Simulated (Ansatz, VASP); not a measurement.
# I: VASP beside Ansatz

```xyz
1
Lattice="2.5383 -3.7066 0.0000 2.5383 3.7066 0.0000 -1.6209 0.0000 2.3811" Properties=species:S:1:pos:R:3 pbc="T T T"
I     1.7279    0.0000    1.1905
```

Alike in both runs: task single point; functional PBE; k mesh 4 × 4 × 6; occupations gaussian, width 0.1 eV; no spin polarisation.

|  | VASP | Ansatz |
| --- | --- | --- |
| version | VASP 6.6.1 | Ansatz 0.2.0 |
| potentials or method | VASP PAW PBE potentials, release 64 (I) | scalar-relativistic, plane waves, PAW |
| plane-wave cutoff (eV) | 520 | 420 |
| valence electrons in the cell | 7 | 17 |

```tsv
	VASP	Ansatz	Ansatz less VASP
gap on the k mesh at the Fermi level (eV)	none	none	-
pressure (GPa)	0.9	1.0	+0.06
largest component of the traceless stress (GPa)	0.27	0.27	-0.001
```

A gap of «none» marks a metal or a gap that the smearing closes. With one functional, cell and mesh, what is left measures potentials, basis and numerics. The two sets of potentials don't hold the same shells in valence.

Caveats: the k mesh is coarse (spacing up to 0.44 Å⁻¹), so the values aren't converged; an odd number of electrons without spin polarisation forces a metal; a magnetic or distorted state may lie lower. Spin-orbit coupling is left out, which matters for the levels of I.
